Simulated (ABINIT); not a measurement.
Au, 1 atom in the cell. Symmetry: Fm-3m, No. 225, cubic system. Conventional cell: a = 4.070 Å, b = 4.070 Å, c = 4.070 Å, α = 90.00°, β = 90.00°, γ = 90.00°. Au (site symmetry m-3m) is surrounded by 12 Au at 2.88 Å. 

* Program: ABINIT 10.8.3 (patched build)
* Task: positron lifetime
* Functional: PBE
* Potentials or basis: JTH PAW PBE v2.0
* Cutoff: 544 eV
* k mesh: 8 × 8 × 8
* Occupations: fermi-dirac, width 0.136 eV
* Spin: no spin polarisation
* Electron-positron correlation: Arponen-Pajanne fitted by Sterne and Kaiser, LDA
* Fine-grid cutoff: 1088.46 eV
* Exchange and correlation inside the PAW spheres: full angular mesh (pawxcdev 0, this build's default; the released program takes 1)

Potentials or basis: JTH PAW PBE v2.0.

The run is started by

```bash
$ abinit run.abi > log 2>&1
```

Hardware: 1 thread of Arm Neoverse N1, on a shared host.

Question: How long does it take, and how much memory?

Answer: Wall time 19 s on 1 thread of Arm Neoverse N1 (shared host), peak memory 0.1 GiB. Counts: scf iterations 75, mpi ranks 1, k points 29, bands 10, plane waves 507.
